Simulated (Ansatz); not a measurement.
BN:

```
N B
1.0
     2.50804    0.00000    0.00000
    -1.24671    2.17623    0.00000
    -0.63067   -1.08812    3.02254
N B
1 1
Direct
  0.66851 0.33238 0.98500
  0.97964 0.98350 0.00181
```

The cell comes from a database or a generator and needn't be the stable form of this composition.

| Item | Value |
| --- | --- |
| Program | Ansatz 0.2.0 |
| Task | single point |
| Functional | PBE |
| Potentials or basis | all-electron LAPW, scalar-relativistic |
| Cutoff | 559 eV (chosen from the basis error) |
| Basis error allowed | 0.001 eV/atom |
| k mesh | 13 × 13 × 9 |
| Occupations | fermi-dirac, width 0.05 eV |
| Spin | no spin polarisation |

On this cell: pressure 5.0 GPa; largest force 2.729 eV/Å; band gap on the k mesh 2.84 eV, indirect (least direct gap 4.54 eV).

The same run follows on a disturbed copy (atoms moved at random, drawn with an rms of 0.05 Å):

```
N B
1.0
     2.50804    0.00000    0.00000
    -1.24671    2.17623    0.00000
    -0.63067   -1.08812    3.02254
N B
1 1
Direct
  0.67171 0.32288 0.97790
  0.98057 0.96724 0.99614
```

**Question.** What changes?

**Answer.** The energy moves by +20.0 meV/atom; pressure 5.7 GPa; largest force 3.306 eV/Å; band gap on the k mesh 2.94 eV, indirect (least direct gap 4.49 eV).

Forces on the atoms (eV/Å):
```
N   -1.503 -2.877  0.630
B    1.503  2.877 -0.630
```

Stress tensor (GPa, compression positive):
```
-3.83 -4.57  0.51
-4.57 12.71  1.70
 0.51  1.70  8.18
```

Caveats: an odd mesh through Γ misses points on the zone boundary, where band edges often lie; forces of over 1 eV/Å show positions far from the minimum, so gaps and moduli don't describe the material at rest (some runs).
